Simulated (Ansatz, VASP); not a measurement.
One calculation of LiCl, two programs

Contents of POSCAR:

```
LiCl
1.0
    0.0000000000      2.5560252063      2.6945617725
    2.5560252063      0.0000000000      2.6945617725
    2.5560252063      2.5560252063      0.0000000000
Li Cl
1 1
Direct
    0.0000000000      0.0000000000      0.0000000000
    0.5000000000      0.5000000000      0.5000000000
```

INCAR.step1

```
SYSTEM = LiCl
ALGO = Normal
EDIFF = 1E-4
ENCUT = 520
GGA = PE
ISMEAR = 0
LASPH = .True.
LCHARG = .False.
LREAL = .False.
LWAVE = .True.
NBANDS = 12
NELM = 100
PREC = Accurate
SIGMA = 0.01
```

Contents of INCAR.step2:

```
SYSTEM = LiCl
ALGO = Normal
EDIFF = 1E-6
ENCUT = 520
ISIF = 2
ISMEAR = 0
ISTART = 1
LASPH = .True.
LCHARG = .True.
LELF = .True.
LMIXTAU = .True.
LREAL = .False.
LVHAR = .True.
LWAVE = .False.
METAGGA = R2SCAN
NBANDS = 12
NELM = 100
PREC = Accurate
SIGMA = 0.01
```

KPOINTS

```
k-points
0
Gamma
  8 8 8
  0 0 0
```

Input for Ansatz:

```yaml
crystal:
  lattice:
    - [0.0, 2.5560252063, 2.6945617725]
    - [2.5560252063, 0.0, 2.6945617725]
    - [2.5560252063, 2.5560252063, 0.0]
  atoms:
    - { symbol: Li, position: [0.0, 0.0, 0.0] }
    - { symbol: Cl, position: [0.5, 0.5, 0.5] }
kpoints:
  mp_grid: { grid: [8, 8, 8] }
  band_path:
    path:
      - [0.0, 0.0, 0.0]
      - [0.5, 0.0, 0.5]
      - [0.625, 0.25, 0.625]
      - [0.375, 0.375, 0.75]
      - [0.5, 0.5, 0.5]
      - [0.5, 0.25, 0.75]
    npoints: 1
hamiltonian:
  xc: r2scan
scf:
  occupations: { method: fixed }
  n_extra_bands: 4
output:
  forces: true
  stress: true
  eigenvalues: true
  write_density: true
  write_potential: true
  elf: true
  volumetric_format: npy
```

Change from the starting cell: uniaxial_z strain +5.4%.

Alike in both runs: task single point; functional r2SCAN; k mesh 8 × 8 × 8; no spin polarisation.

```csv
,VASP,Ansatz
version,VASP 6.6.1,Ansatz 0.2.0
potentials or method,"VASP PAW PBE potentials, release 64 (Li_sv, Cl)","plane waves, PAW"
plane-wave cutoff (eV),520,500
occupations,"gaussian, width 0.01 eV",fixed
valence electrons in the cell,10,10
```

```tsv
	VASP	Ansatz	Ansatz less VASP
gap on the k mesh at the Fermi level (eV)	6.96	6.90	-0.065
```

 A k mesh can miss the band edges.
